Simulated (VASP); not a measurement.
Here is a VASP 6.6.1 calculation.

Contents of INCAR:

```
PREC = Accurate
ENCUT = 520
EDIFF = 1E-7
ISMEAR = 0
SIGMA = 0.15
LREAL = False
LASPH = True
NELM = 100
ALGO = Fast
ISIF = 2
LWAVE = False
LCHARG = False
GGA = PS
NBANDS = 10
```

The input KPOINTS:

```
Automatic mesh
0
Gamma
  12 12 12
```

POSCAR

```
Rb
1.0
   -2.9545118615      2.9545118615      2.7308451955
    2.9545118615     -2.9545118615      2.7308451955
    2.9545118615      2.9545118615     -2.7308451955
Rb
1
Direct
    0.0000000000      0.0000000000      0.0000000000
```

Potentials or basis: VASP PAW PBE potentials, release 64 (Rb_sv).

Command:

```console
$ cat potpaw_PBE.64/Rb_sv/POTCAR > POTCAR
$ mpirun -np 1 vasp_std > vasp.out
```

Estimate the band gap on the k mesh.

none (metal or under the smearing width).

Predict the pressure.

-0.2 GPa.

Caveat: the PAW data sets were made with another functional, which shifts forces and pressure a little.
